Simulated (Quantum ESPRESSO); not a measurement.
The system is Re.

```
Re
1.0
     2.76080    0.00000    0.00000
    -1.38040    2.39092    0.00000
     0.00000    0.00000    4.45820
Re
2
Direct
  0.66667 0.33333 0.75000
  0.33333 0.66667 0.25000
```

Program: Quantum ESPRESSO 7.5. Alike in all runs: cell as given; smearing fermi-dirac 0.05 eV.

Task: Order these runs on this cell by their pressure, lowest first.
A. level PBE; potentials or basis SSSP 1.3 efficiency PBE; spin off; k mesh 11 × 11 × 6; cutoff (eV) 748
B. level PBEsol; potentials or basis GBRV 1.5 PBEsol; spin off; k mesh 8 × 8 × 4; cutoff (eV) 612; iterations 0; k mesh for the Wannier functions 7 × 7 × 4
C. level LDA; potentials or basis PseudoDojo 0.4.1 SR LDA standard; spin off; k mesh 11 × 11 × 6; cutoff (eV) 980; form of the LDA correlation PW92
D. level PBE; potentials or basis PseudoDojo 0.4 FR PBE standard; spin SOC, no magnetisation; k mesh 11 × 11 × 6; cutoff (eV) 980

Result: C (-10.8 GPa), B (-3.6 GPa), A (5.6 GPa), D (7.3 GPa).

Not every run made on this cell is shown here.
